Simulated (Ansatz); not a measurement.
# A series in volume scale on SrO

Periodic Kohn-Sham DFT of a crystal at fixed atoms, scaled to volume_scale times the given cell; pressure positive in compression, energy less spherical unpolarised free atoms, largest_vzz the field gradient of largest size among the nuclei. The results are calculated, by Ansatz 0.2.0.

The cell before it is scaled or strained (space group Fm-3m, No. 225):
```
CELL_PARAMETERS angstrom
0.00000 2.56980 2.56980
2.56980 0.00000 2.56980
2.56980 2.56980 0.00000
ATOMIC_POSITIONS crystal
Sr 0.00000 0.00000 0.00000
O 0.50000 0.50000 0.50000
```

Settings of every row: method frozen-core PAW; functional LDA; relativity scalar; k mesh 8x8x8; filling fermi-dirac; smearing width 0.02 eV; wave cutoff 420 eV; paw set soft_2.

Atom start moment: 0 on all atoms.

Limits: PAW files made with PBE.

```
row  volume scale  V (Å³/atom)  pressure (GPa)
  1          0.94       15.952           1.907
  2          0.95       16.122           0.739
  3          0.96       16.292          -0.362
  4          0.98       16.631          -2.381
  5          0.99       16.801          -3.307
  6             1       16.971          -4.181
  7          1.01        17.14          -5.005
  8          1.02        17.31          -5.784
  9          1.04       17.649               ?
 10          1.05       17.819          -7.868
 11          1.06       17.989          -8.485
```

Question: what pressure should row 9 give?

Worked fit of pressure. Take u = (V_r/V)^(2/3) − 1 with V_r = 16.886 Å³ an atom, which is twice the finite (Eulerian) strain; such expansions in the strain, on which the Birch-Murnaghan equation of state is built, carry the rest volume and the bulk modulus. The shown rows have u = 0.03866, 0.03135, 0.02416, 0.0102, 0.00337, -0.00334, -0.0099, -0.0164, -0.03522, -0.04131. Least squares give pressure = −3.7514 + 130.411 × u + 398.07 × u² + 373 × u³ GPa; a parabola predicts inner rows, each left out in turn, worse (root mean square 0.0049 against 0.0016 GPa). The rows lie off it by 0.000, -0.001, 0.001, -0.002, 0.000, 0.002, -0.001, 0.001, -0.001, 0.001. The pressure vanishes at u = 0.0266, or V = 16.23 Å³ an atom, and there the bulk modulus at fixed shape and fractions is B = −V dP/dV = (2/3)(1 + u) dP/du = 104 GPa. The withheld row has u = -0.02903, so the fit gives −3.7514 + 130.411 × (-0.02903) + 398.07 × (-0.02903)² + 373 × (-0.02903)³ = -7.211 GPa.

The calculation gave -7.213 GPa. The fit lies 0.002 GPa (0.019 % of the column's range) above it; its largest miss of a shown row is 0.002 GPa.
